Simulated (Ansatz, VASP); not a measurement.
# Two plane-wave programs on GaAs

File POSCAR:

```
GaAs
1.0
    0.0000000000      2.8268500000      2.8268500000
    2.8268500000      0.0000000000      2.8268500000
    2.8268500000      2.8268500000      0.0000000000
As Ga
1 1
Direct
    0.7500000000      0.7500000000      0.7500000000
    0.0000000000      0.0000000000      0.0000000000
```

The input INCAR.step1:

```
SYSTEM = GaAs
PREC = Accurate ; ENCUT = 600
EDIFF = 1E-8 ; ISMEAR = -1
SIGMA = 0.05 ; LREAL = .False.
LASPH = .True. ; NELM = 60
ALGO = Normal ; ISIF = 3
LWAVE = .False. ; LCHARG = .False.
GGA = CA ; IBRION = 2
NSW = 40 ; EDIFFG = -0.002
```

Contents of INCAR.step2:

```
SYSTEM = GaAs
PREC = Accurate ; ENCUT = 600
EDIFF = 1E-8 ; ISMEAR = -1
SIGMA = 0.05 ; LREAL = .False.
LASPH = .True. ; NELM = 60
ALGO = Normal ; ISIF = 3
LWAVE = .False. ; LCHARG = .False.
GGA = CA ; IBRION = 6
NFREE = 2 ; POTIM = 0.015
NSW = 1
```

Contents of KPOINTS:

```
Automatic mesh
0
Gamma
  6 6 6
  0 0 0
```

Contents of input.yaml:

```yaml
crystal:
  lattice:
    - [0.0, 2.82685, 2.82685]
    - [2.82685, 0.0, 2.82685]
    - [2.82685, 2.82685, 0.0]
  atoms:
    - { symbol: As, position: [0.75, 0.75, 0.75] }
    - { symbol: Ga, position: [0.0, 0.0, 0.0] }
hamiltonian:
  xc: lda
  pseudopotentials: { kind: paw }
kpoints:
  mp_grid: { grid: [6, 6, 6] }
scf:
  occupations: { method: fixed }
output:
  forces: true
  stress: true
elastic:
  mode: relaxed_ion
  stencil: two_point
```

Alike in both runs: task elastic constants; functional LDA; k mesh 6 × 6 × 6; no spin polarisation.

|  | VASP | Ansatz |
| --- | --- | --- |
| version | VASP 6.6.1 | Ansatz 0.2.0 |
| potentials or method | VASP PAW LDA potentials, release 64 (As, Ga_d) | Ansatz PAW |
| plane-wave cutoff (eV) | 600 | 420 |
| occupations | fermi-dirac, width 0.05 eV | fixed |
| valence electrons in the cell | 18 | 28 |

|  | VASP | Ansatz | Ansatz less VASP |
| --- | --- | --- | --- |
| elastic constant that differs most (GPa) | 53 | 44 | -8.8 |
| Voigt bulk modulus (GPa) | 74 | 66 | -8.7 |

The two sets of potentials don't hold the same shells in valence.

Caveats: the PAW data sets come from PBE, with cores solved anew for the run's functional, which leaves a small shift of forces and pressure (Ansatz).
